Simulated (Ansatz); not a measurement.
# GaAs: the cost of one run

Program: Ansatz 0.2.0. Level of theory: DFT PBE0, scalar-relativistic, plane waves, PAW. These are calculated values, not measurements.

**1. The starting structure**

It takes space group Fm-3m (No. 225, cubic). The conventional cell has a = 5.240 Å, b = 5.240 Å, c = 5.240 Å, α = 90.00°, β = 90.00°, γ = 90.00°. Around Ga (site symmetry m-3m) lie 6 As at 2.62 Å. As (site symmetry m-3m) has 6 Ga at 2.62 Å in its first shell of neighbours.

As a file:

```cif
data_structure
_symmetry_space_group_name_H-M 'Fm-3m'
_symmetry_Int_Tables_number 225
_cell_length_a 5.2400
_cell_length_b 5.2400
_cell_length_c 5.2400
_cell_angle_alpha 90.000
_cell_angle_beta 90.000
_cell_angle_gamma 90.000
_cell_volume 143.88
loop_
_atom_site_label
_atom_site_type_symbol
_atom_site_symmetry_multiplicity
_atom_site_Wyckoff_symbol
_atom_site_fract_x
_atom_site_fract_y
_atom_site_fract_z
_atom_site_occupancy
Ga1 Ga 4 a 0.00000 0.00000 0.00000 1
As1 As 4 b 0.50000 0.00000 0.00000 1
```

The cell was made up by rule, so the compound may not exist in this form.

The cell is the ideal cubic rocksalt prototype; whether it is the stable structure of this composition wasn't checked.

**2. Coarse point 1 of the search for the rest volume**

input.yaml reads:

```yaml
crystal:
  lattice:
    - [0.0, 2.62, 2.62]
    - [2.62, 0.0, 2.62]
    - [2.62, 2.62, 0.0]
  atoms:
    - { symbol: Ga, position: [0.0, 0.0, 0.0] }
    - { symbol: As, position: [0.5, 0.5, 0.5] }
basis:
  ecutwfc: 420
kpoints:
  mp_grid: { grid: [6, 6, 6] }
hamiltonian:
  xc: pbe0
scf:
  occupations: { method: gaussian, width: 0.05 }
output:
  forces: true
  stress: true
  eigenvalues: true
```

On the command line:

```console
ansatz run input.yaml --threads 4 --pin off --max-ram 12288MiB --backend cpu --events-out ev --progress --plain --runs-dir out
```

Q: Estimate wall time and peak memory on 4 threads of AMD EPYC 9R45 (Zen 5), shared host.

About 5.7 s, with a peak of 1.3 GiB.
